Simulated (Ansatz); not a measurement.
Z-matrix (Å, degrees):
```
C
F 1 1.331
F 1 1.331 2 108.5
F 1 1.331 2 108.5 3 -117.7
H 1 1.093 2 110.4 3 121.1
```

Charge 0, multiplicity 1.

(1) List the CAM-B3LYP/def2-TZVPP orbital energies in eV (Ansatz 0.2.0). (Estimate.)

Results:

(1) The calculation gave: Occupied: -674.83, -674.83, -674.83, -285.85, -38.48, -36.00, -36.00, -22.01, -18.96, -18.53, -18.53, -15.17, -15.17, -14.16, -14.16, -13.54, -12.94. Lowest empty: 2.67, 4.01, 4.01, 4.60, 8.07, 8.07, 8.10, 8.27.
